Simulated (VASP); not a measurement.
# CdF2 (Fm-3m) in VASP: further runs, part 2 of 2

VASP 6.6.1. Earlier steps stand in the parts before.

### Step 3. Band structure, PBE

POSCAR

```
CdF2
1.0
    0.0000000000      2.6940000000      2.6940000000
    2.6940000000      0.0000000000      2.6940000000
    2.6940000000      2.6940000000      0.0000000000
Cd F
1 2
Direct
    0.0000000000      0.0000000000      0.0000000000
    0.7500000000      0.7500000000      0.7500000000
    0.2500000000      0.2500000000      0.2500000000
```

INCAR.step1

```
SYSTEM = CdF2
PREC     = Accurate       ! precision mode
ENCUT    = 520            ! plane-wave cutoff, eV
EDIFF    = 1E-6           ! SCF threshold, eV
ISMEAR   = 0              ! smearing method
SIGMA    = 0.02           ! smearing width, eV
LREAL    = .False.        ! projectors in reciprocal space
LASPH    = .True.         ! aspherical terms in the spheres
NELM     = 80             ! most SCF steps
ALGO     = Normal         ! electronic algorithm
ISIF     = 2              ! what is computed and relaxed
LWAVE    = .False.        ! write WAVECAR
LCHARG   = .True.         ! write CHGCAR
GGA      = PE             ! functional
```

KPOINTS.step1

```
regular mesh
0
Gamma
  10 10 10
  0 0 0
```

INCAR.step2

```
SYSTEM = CdF2
PREC     = Accurate       ! precision mode
ENCUT    = 520            ! plane-wave cutoff, eV
EDIFF    = 1E-6           ! SCF threshold, eV
ISMEAR   = 0              ! smearing method
SIGMA    = 0.05           ! smearing width, eV
LREAL    = .False.        ! projectors in reciprocal space
LASPH    = .True.         ! aspherical terms in the spheres
NELM     = 80             ! most SCF steps
ALGO     = Normal         ! electronic algorithm
ISIF     = 2              ! what is computed and relaxed
LWAVE    = .False.        ! write WAVECAR
LCHARG   = .False.        ! write CHGCAR
GGA      = PE             ! functional
ICHARG   = 11             ! starting density
```

KPOINTS.step2

```
path GXWKGLUWLK,UX
10
line-mode
reciprocal
 0.0000000000  0.0000000000  0.0000000000  G
 0.5000000000  0.0000000000  0.5000000000  X

 0.5000000000  0.0000000000  0.5000000000  X
 0.5000000000  0.2500000000  0.7500000000  W

 0.5000000000  0.2500000000  0.7500000000  W
 0.3750000000  0.3750000000  0.7500000000  K

 0.3750000000  0.3750000000  0.7500000000  K
 0.0000000000  0.0000000000  0.0000000000  G

 0.0000000000  0.0000000000  0.0000000000  G
 0.5000000000  0.5000000000  0.5000000000  L

 0.5000000000  0.5000000000  0.5000000000  L
 0.6250000000  0.2500000000  0.6250000000  U

 0.6250000000  0.2500000000  0.6250000000  U
 0.5000000000  0.2500000000  0.7500000000  W

 0.5000000000  0.2500000000  0.7500000000  W
 0.5000000000  0.5000000000  0.5000000000  L

 0.5000000000  0.5000000000  0.5000000000  L
 0.3750000000  0.3750000000  0.7500000000  K

 0.6250000000  0.2500000000  0.6250000000  U
 0.5000000000  0.0000000000  0.5000000000  X
```

Potentials or basis: VASP PAW PBE potentials, release 64 (Cd, F).

On the command line:

```console
$ cat potpaw_PBE.64/Cd/POTCAR potpaw_PBE.64/F/POTCAR > POTCAR
$ cp INCAR.step1 INCAR
$ cp KPOINTS.step1 KPOINTS
$ mpirun -np 1 vasp_std > vasp.out
$ cp INCAR.step2 INCAR
$ cp KPOINTS.step2 KPOINTS
$ mpirun -np 1 vasp_std > vasp.out
```

OUTCAR:

```text
SYSTEM = CdF2
   PREC = Accurate
   ENCUT = 520
   EDIFF = 1E-6
   ISMEAR = 0
   LREAL = .False.
   LASPH = .True.
   NELM = 80
   ISIF = 2
   GGA = PE
   ICHARG = 11

 ion  position               nearest neighbor table
   1  0.000  0.000  0.000-   2 2.33   2 2.33   2 2.33   2 2.33   3 2.33   3 2.33   3 2.33   3 2.33

   2  0.750  0.750  0.750-   1 2.33   1 2.33   1 2.33   1 2.33
   3  0.250  0.250  0.250-   1 2.33   1 2.33   1 2.33   1 2.33

  LATTYP: Found a face centered cubic cell.
 ALAT       =     5.3880000000
[... 667 lines left out ...]

  FORCE on cell =-STRESS in cart. coord.  units (eV):
  Direction    XX          YY          ZZ          XY          YZ          ZX
  --------------------------------------------------------------------------------------
  -------------------------------------------------------------------------------------
  Total        1.9272482      1.9272482      1.9272482     -0.0000000     -0.0000000      0.0000000
  in kB       78.9633327     78.9633327     78.9633327     -0.0000000     -0.0000000      0.0000000
  external PRESSURE =      78.9633327 kB  Pullay stress =       0.0000000 kB

 VOLUME and BASIS-vectors are now :
 -----------------------------------------------------------------------------
  energy-cutoff  :      520.00
  volume of cell :       39.10
      direct lattice vectors                 reciprocal lattice vectors
     0.000000000  2.694000000  2.694000000    -0.185597624  0.185597624  0.185597624
     2.694000000  0.000000000  2.694000000     0.185597624 -0.185597624  0.185597624
     2.694000000  2.694000000  0.000000000     0.185597624  0.185597624 -0.185597624

 POSITION                                       TOTAL-FORCE (eV/Angst)
 -----------------------------------------------------------------------------------
      0.00000      0.00000      0.00000        -0.000000     -0.000000      0.000000
      4.04100      4.04100      4.04100         0.000000      0.000000      0.000000
      1.34700      1.34700      1.34700         0.000000     -0.000000     -0.000000
 -----------------------------------------------------------------------------------
    total drift:                                0.000000      0.000000      0.000000

  FREE ENERGIE OF THE ION-ELECTRON SYSTEM (eV)
  ---------------------------------------------------
  free  energy   TOTEN  =       -10.8909599857 eV

  energy  without entropy=      -10.8909599857  energy(sigma->0) =      -10.89095999
```

It took 23 s on 1 thread of Intel Xeon 6975P-C (Granite Rapids), shared host; peak memory 0.18 GiB.

Results:

```
Band gap on the k mesh  : 3.08 eV, indirect (least direct gap 3.57 eV)
Band gap along the path : 3.07 eV, indirect (least direct gap 3.57 eV)
```

Levels at the corners of the path, in eV from the valence-band top:
| point | band 9 | band 10 | band 11 | band 12 | band 13 | band 14 | band 15 | band 16 | band 17 |
| --- | --- | --- | --- | --- | --- | --- | --- | --- | --- |
| Γ | -0.97 | -0.97 | -0.50 | -0.50 | -0.50 | 3.07 | 12.70 | 12.70 | 12.70 |
| X | -2.96 | -2.96 | -0.50 | -0.09 | -0.09 | 8.00 | 9.65 | 11.92 | 14.29 |
| X | -2.96 | -2.96 | -0.50 | -0.09 | -0.09 | 8.00 | 9.65 | 11.92 | 14.29 |
| W | -2.59 | -1.53 | -1.53 | -0.59 | 0.00 | 8.07 | 11.51 | 11.68 | 11.68 |
| W | -2.59 | -1.53 | -1.53 | -0.59 | 0.00 | 8.07 | 11.51 | 11.68 | 11.68 |
| K | -2.52 | -2.32 | -0.95 | -0.34 | -0.20 | 7.96 | 10.74 | 11.14 | 14.45 |
| K | -2.52 | -2.32 | -0.95 | -0.34 | -0.20 | 7.96 | 10.74 | 11.14 | 14.46 |
| Γ | -0.97 | -0.97 | -0.50 | -0.50 | -0.50 | 3.07 | 12.70 | 12.70 | 12.70 |
| Γ | -0.97 | -0.97 | -0.50 | -0.50 | -0.50 | 3.07 | 12.70 | 12.70 | 12.70 |
| L | -2.27 | -1.84 | -1.84 | -0.40 | -0.40 | 7.17 | 9.16 | 14.50 | 14.50 |
| L | -2.27 | -1.84 | -1.84 | -0.40 | -0.40 | 7.17 | 9.16 | 14.50 | 14.50 |
| U | -2.52 | -2.32 | -0.95 | -0.34 | -0.20 | 7.96 | 10.74 | 11.14 | 14.46 |
| U | -2.52 | -2.32 | -0.95 | -0.34 | -0.20 | 7.96 | 10.74 | 11.14 | 14.46 |
| W | -2.59 | -1.53 | -1.53 | -0.59 | 0.00 | 8.07 | 11.51 | 11.68 | 11.68 |
| W | -2.59 | -1.53 | -1.53 | -0.59 | 0.00 | 8.07 | 11.51 | 11.68 | 11.68 |
| L | -2.27 | -1.84 | -1.84 | -0.40 | -0.40 | 7.17 | 9.16 | 14.50 | 14.50 |
| L | -2.27 | -1.84 | -1.84 | -0.40 | -0.40 | 7.17 | 9.16 | 14.50 | 14.50 |
| K | -2.52 | -2.32 | -0.95 | -0.34 | -0.20 | 7.96 | 10.74 | 11.14 | 14.46 |
| U | -2.52 | -2.32 | -0.95 | -0.34 | -0.20 | 7.96 | 10.74 | 11.14 | 14.47 |
| X | -2.96 | -2.96 | -0.50 | -0.09 | -0.09 | 8.00 | 9.65 | 11.92 | 14.29 |

Caveat: the log is that of the step along the path at fixed density, whose energy, stress, charges and moments have no meaning. As with any semilocal functional, this PBE gap is likely too small.

### Step 4. Band structure, r2SCAN

INCAR

```
SYSTEM = CdF2
PREC     = Accurate       ! precision mode
ENCUT    = 520            ! plane-wave cutoff, eV
EDIFF    = 1E-6           ! SCF threshold, eV
ISMEAR   = 0              ! smearing method
SIGMA    = 0.02           ! smearing width, eV
LREAL    = .False.        ! projectors in reciprocal space
LASPH    = .True.         ! aspherical terms in the spheres
NELM     = 80             ! most SCF steps
ALGO     = Normal         ! electronic algorithm
ISIF     = 2              ! what is computed and relaxed
LWAVE    = .False.        ! write WAVECAR
LCHARG   = .False.        ! write CHGCAR
METAGGA  = R2SCAN         ! meta-GGA
LMIXTAU  = .True.
```

KPOINTS

```
regular mesh
0
Gamma
  10 10 10
  0 0 0
```

POSCAR is that of step 3.

KPOINTS_OPT

```
path GXWKGLUWLK,UX
10
line-mode
reciprocal
 0.0000000000  0.0000000000  0.0000000000  G
 0.5000000000  0.0000000000  0.5000000000  X

 0.5000000000  0.0000000000  0.5000000000  X
 0.5000000000  0.2500000000  0.7500000000  W

 0.5000000000  0.2500000000  0.7500000000  W
 0.3750000000  0.3750000000  0.7500000000  K

 0.3750000000  0.3750000000  0.7500000000  K
 0.0000000000  0.0000000000  0.0000000000  G

 0.0000000000  0.0000000000  0.0000000000  G
 0.5000000000  0.5000000000  0.5000000000  L

 0.5000000000  0.5000000000  0.5000000000  L
 0.6250000000  0.2500000000  0.6250000000  U

 0.6250000000  0.2500000000  0.6250000000  U
 0.5000000000  0.2500000000  0.7500000000  W

 0.5000000000  0.2500000000  0.7500000000  W
 0.5000000000  0.5000000000  0.5000000000  L

 0.5000000000  0.5000000000  0.5000000000  L
 0.3750000000  0.3750000000  0.7500000000  K

 0.6250000000  0.2500000000  0.6250000000  U
 0.5000000000  0.0000000000  0.5000000000  X
```

On the command line:

```console
$ cat potpaw_PBE.64/Cd/POTCAR potpaw_PBE.64/F/POTCAR > POTCAR
$ mpirun -np 1 vasp_std > vasp.out
```

Wall time 97 s (1 thread of Intel Xeon 6975P-C (Granite Rapids), shared host); peak memory 0.2 GiB.

It converged, with:

* Free energy: -33.7193 eV
* Pressure: 1.0 GPa
* Band gap on the k mesh: 3.76 eV, indirect (least direct gap 4.25 eV)
* Band gap along the path: 3.75 eV, indirect (least direct gap 4.25 eV)

Levels at the corners of the path, in eV from the valence-band top:
| point | band 9 | band 10 | band 11 | band 12 | band 13 | band 14 | band 15 | band 16 | band 17 |
| --- | --- | --- | --- | --- | --- | --- | --- | --- | --- |
| Γ | -0.99 | -0.99 | -0.50 | -0.50 | -0.50 | 3.75 | 13.61 | 13.61 | 13.61 |
| X | -2.97 | -2.97 | -0.51 | -0.09 | -0.09 | 8.88 | 10.55 | 12.18 | 15.30 |
| X | -2.97 | -2.97 | -0.51 | -0.09 | -0.09 | 8.88 | 10.55 | 12.18 | 15.30 |
| W | -2.60 | -1.53 | -1.53 | -0.61 | 0.00 | 8.94 | 11.87 | 12.61 | 12.61 |
| W | -2.60 | -1.53 | -1.53 | -0.61 | 0.00 | 8.94 | 11.87 | 12.61 | 12.61 |
| K | -2.53 | -2.32 | -0.96 | -0.35 | -0.20 | 8.82 | 11.58 | 11.65 | 15.25 |
| K | -2.53 | -2.32 | -0.96 | -0.35 | -0.20 | 8.82 | 11.58 | 11.65 | 15.25 |
| Γ | -0.99 | -0.99 | -0.50 | -0.50 | -0.50 | 3.75 | 13.61 | 13.61 | 13.61 |
| Γ | -0.99 | -0.99 | -0.50 | -0.50 | -0.50 | 3.75 | 13.61 | 13.61 | 13.61 |
| L | -2.29 | -1.85 | -1.85 | -0.40 | -0.40 | 7.99 | 9.70 | 15.60 | 15.60 |
| L | -2.29 | -1.85 | -1.85 | -0.40 | -0.40 | 7.99 | 9.70 | 15.60 | 15.60 |
| U | -2.53 | -2.32 | -0.96 | -0.35 | -0.20 | 8.82 | 11.58 | 11.65 | 15.25 |
| U | -2.53 | -2.32 | -0.96 | -0.35 | -0.20 | 8.82 | 11.58 | 11.65 | 15.25 |
| W | -2.60 | -1.53 | -1.53 | -0.61 | 0.00 | 8.94 | 11.87 | 12.61 | 12.61 |
| W | -2.60 | -1.53 | -1.53 | -0.61 | 0.00 | 8.94 | 11.87 | 12.61 | 12.61 |
| L | -2.29 | -1.85 | -1.85 | -0.40 | -0.40 | 7.99 | 9.70 | 15.60 | 15.60 |
| L | -2.29 | -1.85 | -1.85 | -0.40 | -0.40 | 7.99 | 9.70 | 15.60 | 15.60 |
| K | -2.53 | -2.32 | -0.96 | -0.35 | -0.20 | 8.82 | 11.58 | 11.65 | 15.25 |
| U | -2.53 | -2.32 | -0.96 | -0.35 | -0.20 | 8.82 | 11.58 | 11.65 | 15.25 |
| X | -2.97 | -2.97 | -0.51 | -0.09 | -0.09 | 8.88 | 10.55 | 12.18 | 15.30 |

Caveat: the PAW data sets were made with another functional, which shifts forces and pressure a little.

### Step 5. Band structure, TB-mBJ

POSCAR is that of step 4.

Edit INCAR.step1 of step 3 so:

```diff
@@ -3,3 +3,3 @@
 ENCUT    = 520            ! plane-wave cutoff, eV
-EDIFF    = 1E-6           ! SCF threshold, eV
+EDIFF    = 1E-5           ! SCF threshold, eV
 ISMEAR   = 0              ! smearing method
@@ -11,4 +11,4 @@
 ISIF     = 2              ! what is computed and relaxed
-LWAVE    = .False.        ! write WAVECAR
-LCHARG   = .True.         ! write CHGCAR
+LWAVE    = .True.         ! write WAVECAR
+LCHARG   = .False.        ! write CHGCAR
 GGA      = PE             ! functional
```

Edit INCAR.step2 of step 3 so:

```diff
@@ -5,3 +5,3 @@
 ISMEAR   = 0              ! smearing method
-SIGMA    = 0.05           ! smearing width, eV
+SIGMA    = 0.02           ! smearing width, eV
 LREAL    = .False.        ! projectors in reciprocal space
@@ -13,3 +13,3 @@
 LCHARG   = .False.        ! write CHGCAR
-GGA      = PE             ! functional
-ICHARG   = 11             ! starting density
+METAGGA  = MBJ            ! meta-GGA
+ISTART   = 1
```

KPOINTS is that of step 4.

KPOINTS_OPT is that of step 4.

Potentials or basis: VASP PAW PBE potentials, release 64 (Cd, F).

On the command line:

```console
$ cat potpaw_PBE.64/Cd/POTCAR potpaw_PBE.64/F/POTCAR > POTCAR
$ cp INCAR.step1 INCAR
$ mpirun -np 1 vasp_std > vasp.out
$ cp INCAR.step2 INCAR
$ mpirun -np 1 vasp_std > vasp.out
```

OUTCAR:

```text
SYSTEM = CdF2
   PREC = Accurate
   ENCUT = 520
   EDIFF = 1E-6
   ISMEAR = 0
   LREAL = .False.
   LASPH = .True.
   NELM = 80
   ISIF = 2
   METAGGA = MBJ
   ISTART = 1

 ion  position               nearest neighbor table
   1  0.000  0.000  0.000-   2 2.33   2 2.33   2 2.33   2 2.33   3 2.33   3 2.33   3 2.33   3 2.33

   2  0.750  0.750  0.750-   1 2.33   1 2.33   1 2.33   1 2.33
   3  0.250  0.250  0.250-   1 2.33   1 2.33   1 2.33   1 2.33

  LATTYP: Found a face centered cubic cell.
 ALAT       =     5.3880000000

  Lattice vectors:

[... 671 lines left out ...]

  FORCE on cell =-STRESS in cart. coord.  units (eV):
  Direction    XX          YY          ZZ          XY          YZ          ZX
  --------------------------------------------------------------------------------------
  -------------------------------------------------------------------------------------
  Total     -100.4037457   -100.4037457   -100.4037457      0.0000000     -0.0000000     -0.0000000
  in kB    -4113.7484112  -4113.7484112  -4113.7484112      0.0000000     -0.0000000     -0.0000000
  external PRESSURE =   -4113.7484112 kB  Pullay stress =       0.0000000 kB

 VOLUME and BASIS-vectors are now :
 -----------------------------------------------------------------------------
  energy-cutoff  :      520.00
  volume of cell :       39.10
      direct lattice vectors                 reciprocal lattice vectors
     0.000000000  2.694000000  2.694000000    -0.185597624  0.185597624  0.185597624
     2.694000000  0.000000000  2.694000000     0.185597624 -0.185597624  0.185597624
     2.694000000  2.694000000  0.000000000     0.185597624  0.185597624 -0.185597624

 POSITION                                       TOTAL-FORCE (eV/Angst)
 -----------------------------------------------------------------------------------
      0.00000      0.00000      0.00000        -0.000000     -0.000000     -0.000000
      4.04100      4.04100      4.04100         0.000000      0.000000      0.000000
      1.34700      1.34700      1.34700        -0.000000     -0.000000     -0.000000
 -----------------------------------------------------------------------------------
    total drift:                                0.000000      0.000000      0.000000

  FREE ENERGIE OF THE ION-ELECTRON SYSTEM (eV)
  ---------------------------------------------------
  free  energy   TOTEN  =       293.5480997141 eV

  energy  without entropy=      293.5480997141  energy(sigma->0) =      293.54809971
```

OUTCAR.step1:

```text
SYSTEM = CdF2
   PREC = Accurate
   ENCUT = 520
   EDIFF = 1E-5
   ISMEAR = 0
   LREAL = .False.
   LASPH = .True.
   NELM = 80
[... 705 lines left out ...]
      0.00000      0.00000      0.00000         0.000000      0.000000     -0.000000
      4.04100      4.04100      4.04100         0.000000      0.000000     -0.000000
      1.34700      1.34700      1.34700        -0.000000     -0.000000      0.000000
 -----------------------------------------------------------------------------------
    total drift:                                0.000000      0.000000      0.000000

  FREE ENERGIE OF THE ION-ELECTRON SYSTEM (eV)
  ---------------------------------------------------
  free  energy   TOTEN  =       -10.8593723237 eV

  energy  without entropy=      -10.8593723237  energy(sigma->0) =      -10.85937232
```

Run time: 85 s. Hardware: 1 thread of Intel Xeon 6975P-C (Granite Rapids), shared host; peak memory 0.2 GiB.

What came out:

- Band gap on the k mesh: 6.62 eV, indirect (least direct gap 7.03 eV)
- Band gap along the path: 6.62 eV, indirect (least direct gap 7.03 eV)

Levels at the corners of the path, in eV from the valence-band top:
```
point  band 11  band 12  band 13  band 14  band 15  band 16
    Γ    -0.42    -0.42    -0.42     6.62    16.57    16.57
    X    -0.49    -0.07    -0.07    11.34    13.12    15.89
    X    -0.49    -0.07    -0.07    11.34    13.12    15.89
    W    -1.23    -0.57     0.00    11.37    15.10    15.10
    W    -1.23    -0.57     0.00    11.37    15.10    15.10
    K    -0.81    -0.31    -0.16    11.26    14.16    14.90
    K    -0.81    -0.31    -0.16    11.26    14.16    14.90
    Γ    -0.42    -0.42    -0.42     6.62    16.57    16.57
    Γ    -0.42    -0.42    -0.42     6.62    16.57    16.57
    L    -1.57    -0.32    -0.32    10.34    12.77    18.23
    L    -1.57    -0.32    -0.32    10.34    12.77    18.23
    U    -0.81    -0.31    -0.16    11.26    14.16    14.90
    U    -0.81    -0.31    -0.16    11.26    14.16    14.90
    W    -1.23    -0.57     0.00    11.37    15.10    15.10
    W    -1.23    -0.57     0.00    11.37    15.10    15.10
    L    -1.57    -0.32    -0.32    10.34    12.77    18.23
    L    -1.57    -0.32    -0.32    10.34    12.77    18.23
    K    -0.81    -0.31    -0.16    11.26    14.16    14.90
    U    -0.81    -0.31    -0.16    11.26    14.16    14.90
    X    -0.49    -0.07    -0.07    11.34    13.12    15.89
```

Caveat: the PAW data sets were made with another functional, which shifts forces and pressure a little.

### Step 6. Band structure, PBE, spin-orbit coupling, no magnetisation

INCAR

```
PREC = Accurate ; ENCUT = 520
EDIFF = 1E-6 ; ISMEAR = 0
SIGMA = 0.02 ; LREAL = False
LASPH = True ; NELM = 80
ALGO = Normal ; ISIF = 2
LWAVE = False ; LCHARG = False
MAGMOM = 0 0 0 0 0 0 0 0 0 ; LORBIT = 11
LSORBIT = True ; GGA_COMPAT = False
GGA = PE ; KPAR = 2
```

KPOINTS

```
regular mesh
0
Gamma
  6 6 6
```

POSCAR is that of step 5.

Edit KPOINTS_OPT of step 5 so:

```diff
@@ -1,3 +1,3 @@
 path GXWKGLUWLK,UX
-10
+20
 line-mode
```

Potentials or basis: VASP PAW PBE potentials, release 64 (Cd, F).

On the command line:

```console
$ cat potpaw_PBE.64/Cd/POTCAR potpaw_PBE.64/F/POTCAR > POTCAR
$ mpirun -np 2 vasp_ncl > vasp.out
```

Wall time 86 s (2 MPI ranks of Intel Xeon 6975P-C (Granite Rapids), shared host); peak memory 0.26 GiB.

Results (log left out):

| Property | Result |
| --- | --- |
| Free energy | -10.8828 eV |
| Pressure | 6.2 GPa |
| Valence electrons inside the program's atomic spheres | Cd 10.12; F 6.08 |

### Step 7. For comparison

An earlier run on the cell as given: functional PBEsol; potentials or basis VASP PAW PBE potentials, release 64 (Cd, F); cutoff 520 eV; k mesh 9 × 9 × 9; occupations fermi-dirac, width 0.05 eV; no spin polarisation.

* Pressure: 0.5 GPa
* Band gap on the k mesh: 2.93 eV, indirect (least direct gap 3.39 eV)

### Step 8. Overview

```csv
task,level,potentials or basis,spin,k mesh,smearing,ladder,gap on the mesh (eV),pressure (GPa)
band structure,LDA,"VASP PAW LDA potentials, release 64 (Cd, F)",off,10 × 10 × 10,gaussian 0.02 eV,gaps,2.80,-
band structure,PBE,"VASP PAW PBE potentials, release 64 (Cd, F)",off,10 × 10 × 10,gaussian 0.02 eV,gaps,3.08,-
band structure,r2SCAN,"VASP PAW PBE potentials, release 64 (Cd, F)",off,10 × 10 × 10,gaussian 0.02 eV,gaps,3.76,1.0
band structure,TB-mBJ,"VASP PAW PBE potentials, release 64 (Cd, F)",off,10 × 10 × 10,gaussian 0.02 eV,gaps,6.62,-
band structure,PBE,"VASP PAW PBE potentials, release 64 (Cd, F)","SOC, no magnetisation",6 × 6 × 6,gaussian 0.02 eV,gaps,-,6.2
single point,PBEsol,"VASP PAW PBE potentials, release 64 (Cd, F)",off,9 × 9 × 9,fermi-dirac 0.05 eV,free,2.93,0.5
```

Alike in all rows: cell as given; cutoff (eV) 520.

Caveats: the PAW data sets were made with another functional, which shifts forces and pressure a little (some runs); an odd mesh through Γ misses points on the zone boundary, where band edges often lie (some runs).

Absolute energies hang on the potentials; compare differences alone.
